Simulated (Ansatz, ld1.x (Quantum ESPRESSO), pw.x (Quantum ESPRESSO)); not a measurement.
**Which Al potential is closest to all-electron in the diamond crystal?**

All use PBE, scalar-relativistic, no spin, cutoffs from each file’s atomic test, pw.x 7.5; 8³ k-points, Fermi–Dirac smearing 0.01 Ry. Δ is the rms difference from all-electron LAPW of the E(V) curves that follow from fits to the pressures, over ±6 % in volume. Mesh and smearing are coarse and serve the comparison alone. The files are a selection: those with a ghost or negative overlap were mostly not run, and those with noisy or unconverged pressures or nearly equal Δ are left out.

All-electron: a0 = 6.051 Å (V0 = 27.69 Å³/atom), B0 = 36.9 GPa.

**Question.** Rank them by Δ, smallest first.
A. norm-conserving Troullier–Martins (Kleinman–Bylander form), ld1.x (Quantum ESPRESSO) 7.5, PBE; core [Ne], reference 3s2 3p1; waves: 3p (bound): rc 2.30 bohr; 3d channel at 0.35 Ry: rc 1.85 bohr; 3s (bound): rc 2.35 bohr; local part: the s channel; core correction: Bessel-smoothed model core inside 1.95 bohr.
B. ultrasoft, ld1.x (Quantum ESPRESSO) 7.5, PBE; core [Ne], reference 3s2 3p0.5; waves: 3s (bound): rcut 1.75, rcutus 2.25 bohr; 3s channel at -0.2 Ry: rcut 1.75, rcutus 2.25 bohr; 3p (bound): rcut 1.95, rcutus 2.30 bohr; 3p channel at 1.2 Ry: rcut 1.95, rcutus 2.30 bohr; local part: all-electron potential smoothed inside 2.10 bohr (lloc = -2); core correction: Bessel-smoothed model core inside 2.05 bohr; augmentation: built from norm-conserving waves at rcut, not smoothed further.
C. ultrasoft, ld1.x (Quantum ESPRESSO) 7.5, PBE; core [Ne], reference 3s2 3p1; waves: 3s (bound): rcut 1.90, rcutus 2.55 bohr; 3s channel at 0.8 Ry: rcut 1.90, rcutus 2.55 bohr; 3p (bound): rcut 2.10, rcutus 2.75 bohr; 3p channel at 1.8 Ry: rcut 2.10, rcutus 2.75 bohr; local part: all-electron potential smoothed inside 2.40 bohr (lloc = -1); core correction: Bessel-smoothed model core, default radius (core density twice the valence density); augmentation: PSQ, radius 1.95 bohr.

**Answer.** A (1.7 meV/atom), C (3.5 meV/atom), B (4.9 meV/atom).
